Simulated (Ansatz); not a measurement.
Run on Rb (fcc type): DFT, PBE, all-electron LAPW, scalar-relativistic (Ansatz 0.2.0). This run: volume at 0.43 of the series' base cell.

The cell comes from a relaxation on PAW files under the same functional, begun from a prototype that needn't be the stable phase.

Command: `ansatz run input.yaml --threads 1 --pin off --max-ram 2048MiB --backend cpu --events-out ev --progress --plain --runs-dir out` It took 3.7 s on 1 thread of Arm Neoverse V1, with other jobs on the host, peak memory 0.21 GiB.

```yaml
crystal:
  lattice:
    - [0.0, 2.6968520697, 2.6968520697]
    - [2.6968520697, 0.0, 2.6968520697]
    - [2.6968520697, 2.6968520697, 0.0]
  atoms:
    - { symbol: Rb, position: [0.0, 0.0, 0.0] }
kpoints:
  mp_grid: { grid: [10, 10, 10] }
  band_path:
    path:
      - [0.0, 0.0, 0.0]
      - [0.5, 0.0, 0.5]
      - [0.625, 0.25, 0.625]
      - [0.375, 0.375, 0.75]
      - [0.0, 0.0, 0.0]
      - [0.5, 0.5, 0.5]
      - [0.5, 0.25, 0.75]
      - [0.5, 0.0, 0.5]
    npoints: 8
scf:
  occupations: { method: fermi_dirac, width: 0.08 }
hamiltonian:
  xc: pbe
  pseudopotentials: { kind: all_electron, lapw: { basis_error: 0.001 } }
output:
  forces: true
  stress: true
  eigenvalues: true
  populations: true
  dos: { projected: true, de: 0.2, e_range: [-14, 8] }
```

Output:

```
Rb: projections on atomic orbitals take those of the free atom 1s2 2s2 2p6 3s2 3p6 3d10 4s2 4p6 5s1, of charge +0.00 (hamiltonian.pseudopotentials.projection_atoms)
LAPW: plane waves up to 5.030 Å⁻¹, error target 1.0e-3 eV per atom; small_component_spin mean_spin; Rb in spheres of 1.907 Å, 19 of its electrons in bands, Dirac shells [] (how accurate: hamiltonian.pseudopotentials.lapw.basis_error, Limitations)
Engine: ansatz 0.2.0
Pseudopotentials: kind: all_electron
Pseudopotential: Rb, LAPW, valence charge 19, lapw/all_electron/scalar/gaussian/Rb, Koelling and Harmon's equation, gaussian nucleus
Functional definition: PBE
  parameter kappa = 0.804
  parameter beta = 0.06672455060314922
  exchange = pbe_x(kappa = kappa, mu = beta*pi^2/3)
  correlation = pbe_c(beta = beta)
Crystal: 1 atoms, lattice volume = 39.228 Å³
Basis set: ecut = 96.38287006177637 eV, 65 PW (Γ), exchange–correlation at level 2
Bands: 14, of which v1, the nominal top of the filled ones, is band 10 counted from 1 (9 counted from 0)
Symmetry: 48 space group operations
Space group: Fm-3m (ITA 225), of the structure as read, at distance tolerance 3.4e-5 Å
k-points: 47 of 1000
Non-local potential: Rb, projectors of the file, none
Initial density: superposition of atomic densities (chi_scale 0.1, normalization cell)
Initial wavefunctions: plane waves of lowest kinetic energy (no species holds an atomic orbital)
Functional: x = pbe(κ = 0.804, μ = 0.2195149727645171), c = pbe(β = 0.06672455060314922)
iter 1 solved again at ethr=6.47e-5 eV; its pass at ethr=1.00e-1 eV (dr2=1.23e-2 eV) is discarded
SCF iter   1: F=—  HF=-81121.772996 eV  |F-HF|=—  |Δ(HF+E_count)|=         —  Δρ=4.25e-3  dr2=1.23e-2  ethr=6.47e-5  ⟨swp⟩=3.3  Hψ=4375  notcnv=0
preconditioner: auto → Kerker (q_TF=auto, 2.418 Å⁻¹)  [metal: Δε(μ)=0.138 eV  Ē_g=15.008 eV  σ=0.080 eV  W_gap=0.40  n_scr=14 (ndim 8)  ℏωp=15.7 eV  f_vac=0.000  D(μ)=0.96/eV (n_scr^D=8)]
SCF iter   2: F=—  HF=-81121.756941 eV  |F-HF|=—  |Δ(HF+E_count)|=   1.61e-2  Δρ=2.96e-3  dr2=6.49e-3  ethr=6.47e-5  ⟨swp⟩=2.0  Hψ=1981  notcnv=0
SCF iter   3: F=—  HF=-81121.756608 eV  |F-HF|=—  |Δ(HF+E_count)|=   3.33e-4  Δρ=1.91e-3  dr2=2.89e-3  ethr=3.42e-5  ⟨swp⟩=2.0  Hψ=1977  notcnv=0
SCF iter   4: F=—  HF=-81121.757077 eV  |F-HF|=—  |Δ(HF+E_count)|=   4.69e-4  Δρ=9.17e-4  dr2=6.99e-4  ethr=1.52e-5  ⟨swp⟩=2.0  Hψ=1969  notcnv=0
iter 5 solved again at ethr=2.60e-7 eV; its pass at ethr=3.68e-6 eV (dr2=4.95e-5 eV) is discarded
SCF iter   5: F=—  HF=-81121.757222 eV  |F-HF|=—  |Δ(HF+E_count)|=   1.45e-4  Δρ=2.51e-4  dr2=4.95e-5  ethr=2.60e-7  ⟨swp⟩=2.0  Hψ=3292  notcnv=0
SCF iter   6: F=—  HF=-81121.757240 eV  |F-HF|=—  |Δ(HF+E_count)|=   1.77e-5  Δρ=4.94e-5  dr2=9.63e-7  ethr=2.60e-7  ⟨swp⟩=2.6  Hψ=2006  notcnv=0
SCF iter   7: F=-81121.757240 eV  HF=-81121.757240 eV  |F-HF|=1.98e-8  |Δ(HF+E_count)|=   6.27e-7  Δρ=8.06e-6  dr2=2.93e-8  ethr=5.07e-9  ⟨swp⟩=3.0  Hψ=2022  notcnv=0
SCF 1 converged in 7 iterations: F = -81121.757240 eV  dr2 = 2.93e-8
NSCF: frozen V_eff on 57 k-points
SCF converged after 7 iterations
Free energy (F): -81121.757240 eV
Harris-Foulkes:  -81121.757240 eV  (|F-HF|=1.98e-8)
Internal energy: -81121.735412 eV  (E = F + TS)
E sigma→0 (E₀):  -81121.746326 eV
Entropy (-TS):   -0.021829 eV (-21.829 meV/atom)
Fermi energy:    8.856820 eV
--- Per-component energies (eV) ---
  E_band       = -978.713882
  E_kinetic    = 83409.248322
  E_xc         = -2745.430466
  E_electrostatic = -161785.553268  (all electrons and nuclei)
  E_smearing   = -0.021829  (= −TS)
  E_closure    = 0.000000  (closes the sum)
  E_atoms      = -81121.699768  (free atoms, spherical and without spin; not in F)
  Σ components = -81121.757240   (vs F -81121.757240, Δ=0.00e0)
  Basis errors (estimates in eV, not in F): energy 2.1e-4 per atom: plane waves 2.0e-4 (1.0e-4 summed), levels above the bands 6.8e-35, relativity 4.3e-8, radial functions 9.3e-6, core shells 1.9e-7; eigenvalues (radial functions only) 5.4e-5; not estimated: angular momenta, meshes, grids; target (lapw.basis_error) 1.0e-3; muffin-tin radii Rb 1.907 Å
--- Forces (eV/Å), atoms counted from 1 ---
  atom   1  Rb    -0.00000000     0.00000000     0.00000000
  max |Σ_I F_I| component: 1.75e-32 eV/Å
--- Stress (GPa, compression-positive) ---
        9.402460       0.000000       0.000000
        0.000000       9.402460       0.000000
        0.000000       0.000000       9.402460
  P = ⅓ Tr σ = 9.4025 GPa (94.025 kbar)
--- Band table (eV; the first three rows and the last of 47) ---
  k-point 0: bands = ["-92.0530", "-92.0530", "-92.0530", "-92.0521", "-92.0521", "-20.2773", "-3.8334", "-3.8334", "-3.8334", "5.8361", "12.8959", "12.8959", "12.8959", "15.4456"]
  k-point 1: bands = ["-92.0530", "-92.0530", "-92.0530", "-92.0521", "-92.0521", "-20.2637", "-3.9649", "-3.8471", "-3.8471", "6.1118", "12.4660", "13.0132", "13.0132", "15.1821"]
  k-point 2: bands = ["-92.0530", "-92.0530", "-92.0530", "-92.0521", "-92.0521", "-20.2279", "-4.2883", "-3.8825", "-3.8825", "6.8318", "11.7167", "13.1491", "13.1491", "14.9734"]
  k-point 46: bands = ["-92.0530", "-92.0530", "-92.0530", "-92.0521", "-92.0521", "-20.0845", "-4.7036", "-4.4906", "-4.2688", "9.2972", "10.6307", "11.5148", "13.4270", "17.7819"]
--- Löwdin populations: 1 site ---
  site symbol       q [e]
     0     Rb     36.8985
  spilling = 0.002744 (of n_electrons = 37.000000)
```

populations.tsv:

```
# site	symbol	l	j	q
# orbitals = lowdin
# n_electrons = 37.000000
# spilling = 0.002744
# projection_atom_Rb: 1s2 2s2 2p6 3s2 3p6 3d10 4s2 4p6 5s1
0	Rb	0_1S	-	1.999998
0	Rb	0_2S	-	1.999918
0	Rb	0_3S	-	1.998424
0	Rb	0_4S	-	1.965277
0	Rb	0_5S	-	0.956592
0	Rb	1_2P	-	6.000000
0	Rb	1_3P	-	5.999961
0	Rb	1_4P	-	5.978314
0	Rb	2_3D	-	9.999995
```
